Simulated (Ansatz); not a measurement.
## How much do the gradients of TiO2 depend on the method?

Cell: a Materials Project structure (computed, not necessarily an observed phase).

```yaml
crystal:
  lattice:
    - [4.54535, 0.00000, 0.00000]
    - [0.00000, 5.51962, 0.00000]
    - [0.00000, 0.00000, 4.90920]
  atoms:
    - { symbol: Ti, position: [0.50000, 0.67299, 0.75000] }
    - { symbol: Ti, position: [0.00000, 0.82701, 0.25000] }
    - { symbol: Ti, position: [0.50000, 0.32701, 0.25000] }
    - { symbol: Ti, position: [0.00000, 0.17299, 0.75000] }
    - { symbol: O, position: [0.72855, 0.61828, 0.08135] }
    - { symbol: O, position: [0.22855, 0.88172, 0.91865] }
    - { symbol: O, position: [0.77145, 0.88172, 0.58135] }
    - { symbol: O, position: [0.27145, 0.61828, 0.41865] }
    - { symbol: O, position: [0.72855, 0.38172, 0.58135] }
    - { symbol: O, position: [0.22855, 0.11828, 0.41865] }
    - { symbol: O, position: [0.77145, 0.11828, 0.08135] }
    - { symbol: O, position: [0.27145, 0.38172, 0.91865] }
```

Sites (sets of like atoms) are named by element and the number of their first atom in this list.

First run. All values are calculated (Ansatz; DFT, PBE, plane waves and PAW, scalar-relativistic, 420 eV cutoff, Γ-centred 5×4×4 k-points, Fermi–Dirac smearing 0.02 eV), not measured.

```
site  atom  V_zz (10²¹ V/m²)     η
  Ti     1              2.74  0.27
   O     5             -2.73  0.60
```

Second run. The same atoms and settings, except that the gradients are read without the response of the frozen cores to their surroundings (frozen_core: stored), which the first run includes.

Task: Given the first result, estimate the second.

Result: 

| site | atom | V_zz | η | change of V_zz |
| --- | --- | --- | --- | --- |
| Ti | 1 | 2.78 | 0.27 | +0.04 |
| O | 5 | -2.82 | 0.61 | -0.09 |

The largest change of V_zz is on O, from -2.73 to -2.82. In per cent, |V_zz| changes by +2 on Ti, +3 on O (all sites that start above 0.5).
